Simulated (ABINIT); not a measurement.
A calculation with ABINIT 10.8.3 (patched build) of CuO (native input, structure from a POSCAR):

The input run.abi:

```
# Pseudopotentials
pp_dirpath "./"
pseudos "Cu.GGA_PBE-JTH.xml, O.GGA_PBE-JTH.xml"

# Structure
structure "poscar:POSCAR"
natom 2

# Plane-wave basis
ecut 26.0
pawecutdg 48.0
pawxcdev 0

# k points
kptopt 1
ngkpt 10 10 10
nshiftk 1
shiftk 0.0 0.0 0.0

# Exchange and correlation
ixc 11

# Bands and occupations
nband 17
occopt 3
tsmear 0.00183747

# SCF cycle
nstep 100
tolvrs 1.0e-9

# Output
iomode 3
prtwf 0
prtden 0
prteig 0
prtebands 0
enunit 2
```

POSCAR

```
CuO
1.0
    2.5525506100      0.0000000000      0.0000000000
    0.0000000000      2.5525506100      0.0000000000
    0.0000000000      0.0000000000      2.5525506100
Cu O
1 1
Direct
    0.0000000000      0.0000000000      0.0000000000  Cu
    0.5000000000      0.5000000000      0.5000000000  O
```

Potentials or basis: JTH PAW PBE v2.0.

The run is started by

```bash
$ mpirun --bind-to none -np 4 abinit run.abi > log 2>&1
```

Measurements of this composition are mostly on another form, of space group No. 15.

**Question.** Write the same calculation in another form: ASE script, structure from a POSCAR.

**Answer.** As run:

Contents of run.py:

```python
import json, os
import numpy as np
from ase.units import GPa
from ase.calculators.abinit import Abinit, AbinitProfile
from ase.io import read

atoms = read('POSCAR')

profile = AbinitProfile(command='mpirun --bind-to none -np 4 abinit', pp_paths=[os.path.abspath('pseudos')])
params = dict(
    pps='pawxml', xc='PBE',
    ecut=707.496,
    pawecutdg=1306.1465,
    pawxcdev=0,
    kptopt=1,
    ngkpt=[10, 10, 10],
    nshiftk=1,
    shiftk=[0.0, 0.0, 0.0],
    ixc=11,
    nband=17,
    occopt=3,
    tsmear=0.05,
    nstep=100,
    tolvrs=1e-09,
    prtwf=0,
    prtden=0,
)

atoms.calc = Abinit(profile=profile, directory='run', **params)
energy = atoms.get_potential_energy()
forces = atoms.get_forces()
stress = atoms.get_stress()
print(f'energy {energy:.6f} eV')
print('forces (eV/A)')
print(np.round(forces, 5))
print('stress (GPa, Voigt, tension positive)', np.round(stress / GPa, 4))
json.dump(dict(energy=energy, forces=forces.tolist(), stress=stress.tolist(), cell=atoms.cell.tolist(), frac=atoms.get_scaled_positions(wrap=False).tolist()), open('results.json', 'w'))
```

POSCAR

```
CuO
1.0
    2.5525506100      0.0000000000      0.0000000000
    0.0000000000      2.5525506100      0.0000000000
    0.0000000000      0.0000000000      2.5525506100
Cu O
1 1
Direct
    0.0000000000      0.0000000000      0.0000000000
    0.5000000000      0.5000000000      0.5000000000
```

Potentials or basis: JTH PAW PBE v2.0.

Launch:

```sh
$ python run.py
```

Both were run:

|  | native input, structure from a POSCAR | ASE script, structure from a POSCAR |
| --- | --- | --- |
| Pressure | 20.5 GPa | 20.5 GPa |
| Band gap on the k mesh | none (metal or under the smearing width) | none (metal or under the smearing width) |
| Valence electrons inside the program's atomic spheres | Cu 17.29; O 4.46 | Cu 17.29; O 4.46 |

Keys that steer only the numerical path or the files written may differ.

Caveat: so large a pressure means that the cell lies far from this level's equilibrium, or that cutoff or potentials fall short; an odd number of electrons without spin polarisation forces a metal; a magnetic or distorted state may lie lower; the run has no spin polarisation, though such a crystal can be magnetic; semilocal functionals often make such compounds metallic where correlation or magnetic order opens a gap, which also shifts bond lengths.
